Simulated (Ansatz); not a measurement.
Vibrational response of Ru at 35 GPa

Level of theory: Ansatz 0.2.0, DFT PBE, scalar-relativistic, plane waves, PAW. Cutoff 420 eV, 18×18×10 k-points (Γ-centred), Fermi-Dirac smearing of 0.15 eV. No spin polarisation. Phonons by linear response, acoustic sum rule imposed.

The cell, relaxed at 35 GPa:
```xyz
2
Lattice="2.6376 0.0000 0.0000 -1.3188 2.2843 0.0000 0.0000 0.0000 4.1792" Properties=species:S:1:pos:R:3 pbc="T T T"
Ru    0.0000    1.5228    1.0448
Ru    1.3188    0.7614    3.1344
```

In a metal, frequencies and elastic constants depend on the k mesh and the smearing, soft modes and shear constants most. Other phases may be more stable at this pressure.

Question: Is this structure stable against zone-centre distortions?

Answer: Yes, at Γ: no optical mode is imaginary. Strains and other wave vectors aren't tested by this run.

Question: List the optical modes at Γ (i marks imaginary ones).

Answer:
| frequency (cm⁻¹) | degeneracy |
| --- | --- |
| 217 | 2 |
| 312 | 1 |

Cost: 1 run of about 0.38 core-minutes, on AMD EPYC 9R45 (Zen 5) (shared hosts).